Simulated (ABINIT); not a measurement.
# PbSe (Clausthalite): single point with LDA

The system is PbSe (Clausthalite).

```xyz
2
Lattice="0.0000 3.0174 3.0174 3.0174 0.0000 3.0174 3.0174 3.0174 0.0000" Properties=species:S:1:pos:R:3 pbc="T T T"
Pb    0.0000    0.0000    0.0000
Se    3.0174    3.0174    3.0174
```

The cell isn't the ideal one: cell relaxed.

| Item | Value |
| --- | --- |
| Program | ABINIT 10.8.3 (patched build) |
| Task | single point |
| Functional | LDA |
| Potentials or basis | PseudoDojo NC SR LDA v0.4.1 standard |
| Cutoff | 1170 eV |
| k mesh | 6 × 6 × 6 |
| Occupations | fermi-dirac, width 0.05 eV |
| Spin | no spin polarisation |

| Item | Value |
| --- | --- |
| Pressure | 0.0 GPa |
| Band gap on the k mesh | 0.05 eV, direct |
| Valence electrons inside the program's atomic spheres | Pb 10.06; Se 13.24 |

Levels at points of the mesh, in eV from the valence-band top:
| k point | band 13 | band 14 | band 15 | band 16 | band 17 | band 18 |
| --- | --- | --- | --- | --- | --- | --- |
| (0.00, 0.00, 0.00) | -2.06 | -2.06 | -2.06 | 4.69 | 4.69 | 4.69 |
| (0.50, 0.00, 0.00) | -1.61 | -1.61 | 0.00 | 0.05 | 1.51 | 1.51 |
| (0.50, 0.50, 0.00) | -5.38 | -3.51 | -3.51 | 3.46 | 5.66 | 5.66 |

It took 49 s on 1 thread of Arm Neoverse V1 (shared host), peak memory 0.1 GiB.

Caveat: spin-orbit coupling is left out, which as a rule narrows the gap of such compounds by several tenths of an eV. A k mesh can miss the band edges.
